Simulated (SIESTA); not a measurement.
Runs of SIESTA 5.4.2 on TaN. Symmetry: Fm-3m, No. 225, cubic system. The conventional cell has a = 4.423 Å, b = 4.423 Å, c = 4.423 Å, α = 90.00°, β = 90.00°, γ = 90.00°. Around Ta (site symmetry m-3m) lie 6 N at 2.21 Å. Around N (site symmetry m-3m) lie 6 Ta at 2.21 Å. The cell comes from a database or a generator and needn't be the stable form of this composition.

```csv
task,level,potentials or basis,cell,gap on the mesh (eV),pressure (GPa),V0 of scaled cells (Å³/atom),B0 (GPa),largest force (eV/Å)
equation of state,PBEsol,"PseudoDojo 0.4 standard (PBEsol files), DZP (energy shift 0.003 Ry; two zetas on semicore shells)",as given,-,-,10.67,(b),-
single point,PBE,"PseudoDojo 0.4 standard (PBE files), DZP (energy shift 0.003 Ry; two zetas on semicore shells)",as given,none,(a),-,-,-
equation of state,PBE,"PseudoDojo 0.4 standard (PBE files), DZP (energy shift 0.003 Ry; two zetas on semicore shells)",as given,-,-,10.97,333,-
band structure,PBEsol,"PseudoDojo 0.4 standard (PBEsol files), DZP (energy shift 0.003 Ry; two zetas on semicore shells)",as given,none,-4.7,-,-,-
single point,PBE,"PseudoDojo 0.4 standard (PBE files), DZP (energy shift 0.003 Ry; two zetas on semicore shells)","atoms moved at random, drawn with an rms of 0.05 Å",none,6.8,-,-,0.85
single point,PBEsol,"PseudoDojo 0.4 standard (PBEsol files), DZP (energy shift 0.003 Ry; two zetas on semicore shells)","atoms moved at random, drawn with an rms of 0.05 Å",none,-2.9,-,-,0.81
single point,PBEsol,"PseudoDojo 0.4 standard (PBEsol files), DZP (energy shift 0.003 Ry; two zetas on semicore shells)",as given,none,-4.7,-,-,-
```

Alike in all rows: no spin polarisation; k mesh 10 × 10 × 10; smearing fermi-dirac 0.05 eV; grid cutoff 800 Ry; energy shift 0.003 Ry.

**Question.** Fill in the values left out.

**Answer.** (a) 5.1; (b) 361.

Caveats: short orbitals over semicore shells can move pressures by several GPa; the basis of atomic orbitals isn't converged, which shifts pressures, moduli and gaps; spin-orbit coupling is left out, which moves the levels of the heavy elements (some runs).

A k mesh can miss the band edges, and the runs leave out spin-orbit coupling on Ta.

A gap of «none» marks a metal or a gap under the smearing width.
